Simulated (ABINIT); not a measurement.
A calculation with ABINIT 10.8.3 (patched build) of Bi (native input, structure from a POSCAR):

run.abi

```
# Pseudopotentials
pp_dirpath "./"
pseudos "Bi.GGA_PBE-JTH_sp.xml"

# Structure
structure "poscar:POSCAR"
natom 1
chkprim 0
chksymtnons 0
tolsym 1.0e-6

# Plane-wave basis
ecut 18.0
pawecutdg 36.0

# k points
kptopt 1
ngkpt 6 6 6
nshiftk 1
shiftk 0.0 0.0 0.0

# Exchange and correlation
ixc -497498
usekden 1
pawxcdev 0

# Bands and occupations
nband 7
occopt 3
tsmear 0.05 eV

# Spin
nsppol 2
spinat
     0.0000000000     0.0000000000     0.5000000000
spinmagntarget 1.0

# SCF cycle
nstep 100
tolvrs 1.0e-7

# Output
iomode 3
prtwf 0
prtden 0
prteig 0
prtebands 0
enunit 1
prtvol 2
```

Contents of POSCAR:

```
Bi
1.0
   -1.9993060000      2.0104570000      1.9723750000
    2.0210270000     -1.9627670000      1.9464050000
    1.9880530000      1.9515140000     -1.9246840000
Bi
1
Direct
   -0.0126080000      0.0047820000     -0.0361650000  Bi
```

Potentials or basis: JTH PAW PBE v2.0 sp.

Command:

```console
$ abinit run.abi > log 2>&1
```

The cell isn't the ideal one: cell strained at random at fixed volume.

This isn't the form of Bi at room conditions, which is rhombohedral.

Write the same calculation in another form: ASE script, structure from a POSCAR.

As run:

File run.py:

```python
import json, os
import numpy as np
from ase.units import GPa
from ase.calculators.abinit import Abinit, AbinitProfile
from ase.io import read

atoms = read('POSCAR')
atoms.set_initial_magnetic_moments([0.5])

profile = AbinitProfile(command='abinit', pp_paths=[os.path.abspath('pseudos')])
params = dict(
    pps='pawxml', xc='PBE',
    chksymtnons=0,
    tolsym=1e-06,
    ecut=489.805,
    pawecutdg=979.6099,
    kptopt=1,
    ngkpt=[6, 6, 6],
    nshiftk=1,
    shiftk=[0.0, 0.0, 0.0],
    ixc=-497498,
    usekden=1,
    pawxcdev=0,
    nband=7,
    occopt=3,
    tsmear=0.05,
    spinmagntarget=1.0,
    nstep=100,
    tolvrs=1.0000000000000001e-07,
    prtwf=0,
    prtden=0,
)

atoms.calc = Abinit(profile=profile, directory='run', **params)
energy = atoms.get_potential_energy()
forces = atoms.get_forces()
stress = atoms.get_stress()
print(f'energy {energy:.6f} eV')
print('forces (eV/A)')
print(np.round(forces, 5))
print('stress (GPa, Voigt, tension positive)', np.round(stress / GPa, 4))
json.dump(dict(energy=energy, forces=forces.tolist(), stress=stress.tolist(), cell=atoms.cell.tolist(), frac=atoms.get_scaled_positions(wrap=False).tolist()), open('results.json', 'w'))
```

Contents of POSCAR:

```
Bi
1.0
   -1.9993060000      2.0104570000      1.9723750000
    2.0210270000     -1.9627670000      1.9464050000
    1.9880530000      1.9515140000     -1.9246840000
Bi
1
Direct
   -0.0126080000      0.0047820000     -0.0361650000
```

Potentials or basis: JTH PAW PBE v2.0 sp.

The run is started by

```sh
$ python run.py
```

Both were run:

|  | native input, structure from a POSCAR | ASE script, structure from a POSCAR |
| --- | --- | --- |
| Pressure | 3.8 GPa | 3.8 GPa |
| Net moment | 1.00 μB per cell | 1.00 μB per cell |
| Site moments | Bi +0.66 μB | Bi +0.66 μB |
| Valence electrons inside the program's atomic spheres | Bi 3.46 (radii [1.5377] Å) | Bi 3.46 (radii [1.5377] Å) |

Keys that steer only the numerical path or the files written may differ.

Caveat: the k mesh is coarse (spacing up to 0.37 Å⁻¹), so the values aren't converged; Libxc's GGAs can fail where the two spin gradients oppose each other; the PAW data sets were made with another functional, which shifts forces and pressure a little; this set keeps more shells in the core, which shifts pressures and gaps; the total moment is fixed, so each spin has its own Fermi level.
